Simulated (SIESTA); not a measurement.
CdSe under changes of volume

One of the cells (28.942 Å³/atom); the others are scaled copies at fixed shape and fractional positions:

```
CELL_PARAMETERS angstrom
0.00000 3.07027 3.07027
3.07027 0.00000 3.07027
3.07027 3.07027 0.00000
ATOMIC_POSITIONS crystal
Cd 0.00000 0.00000 0.00000
Se 0.25000 0.25000 0.25000
```

Measurements of this composition are mostly on another form, of space group No. 186.

```yaml
Program: SIESTA 5.4.2
Functional: PBE-libxc
Potentials_or_basis: PseudoDojo 0.4 standard (PBE files, fully relativistic)
Basis: DZP (energy shift 0.005 Ry)
Grid_cutoff: 800 Ry
Energy_shift: 0.005 Ry
k_mesh: 6 × 6 × 6
Occupations: fermi-dirac, width 0.05 eV
Spin: non-collinear spin, ferromagnetic start, spin-orbit coupling
Starting_moments: "[[0.289, 0.289, 0.289], [0.0, 0.0, 0.0]] μB"
```

```tsv
volume (Å³/atom)	energy over the lowest point (meV/atom)	pressure (GPa)	gap on the mesh (eV)
27.206	34.00	5.0	0.84
27.784	?	?	?
28.363	8.14	2.3	0.72
28.942	2.34	1.2	0.67
29.521	0.00	0.2	0.61
30.100	1.09	-0.7	0.55
30.679	5.26	-1.6	0.50
```

Question: What does the run at 27.784 Å³/atom give?

Answer: Energy over the lowest point 18.66 meV/atom; pressure 3.6 GPa; gap on the mesh 0.78 eV.

Worked out: A Birch-Murnaghan fit of order 3 (a polynomial in V^(-2/3)) to the other rows has its minimum at 29.60 Å³/atom with B0 = V·E''(V) = 46 GPa and B' = 5.9. It gives 18.62 meV/atom at 27.784 Å³/atom, against the run's 18.66, and -dE/dV = 3.5 GPa, against 3.6. A straight line through the other rows of the gap, of slope -2.84 eV per unit of ln V (its deformation potential), gives 0.78 eV, against the run's 0.78.

Energies are extrapolated to zero smearing.

Caveats: semicore shells carry a single zeta, which can move pressures by several GPa and volumes by a few percent; the basis of atomic orbitals isn't converged, which shifts pressures, moduli and gaps.

A mesh can miss the band edges.
